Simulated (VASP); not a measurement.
Here is a VASP 6.6.1 calculation.

Contents of INCAR:

```
ALGO     = Normal         # electronic algorithm
EDIFF    = 1E-7           # SCF threshold, eV
ENCUT    = 520            # plane-wave cutoff, eV
GGA      = PE             # functional
ISIF     = 2              # what is computed and relaxed
ISMEAR   = -1             # smearing method
LASPH    = True           # aspherical terms in the spheres
LCHARG   = False          # write CHGCAR
LREAL    = False          # projectors in reciprocal space
LWAVE    = False          # write WAVECAR
NBANDS   = 20             # bands
NELM     = 60             # most SCF steps
PREC     = Accurate       # precision mode
SIGMA    = 0.05           # smearing width, eV
```

File KPOINTS:

```
k-points
0
Gamma
  10 10 8
```

POSCAR

```
Ga
1.0
    1.3830000000     -4.0265000000      0.0000000000
    1.3830000000      4.0265000000      0.0000000000
   -0.1174474948      0.0000000000      3.3299294416
Ga
2
Direct
    0.1169910000      0.8568350000      0.7483420000
    0.8666660000      0.1324240000      0.2366280000
```

Potentials or basis: VASP PAW PBE potentials, release 64 (Ga_d).

Launch:

```sh
$ cat potpaw_PBE.64/Ga_d/POTCAR > POTCAR
$ mpirun -np 1 vasp_std > vasp.out
```

**Question.** What does it give for the band gap on the k mesh?

**Answer.** None (metal or under the smearing width).

**Question.** Estimate the largest force.

**Answer.** 0.184 eV/Å.

**Question.** Estimate the pressure.

**Answer.** 1.8 GPa.

Stress tensor (GPa, compression positive):
```
2.56 0.00 0.44
0.00 1.98 0.13
0.44 0.13 0.73
```
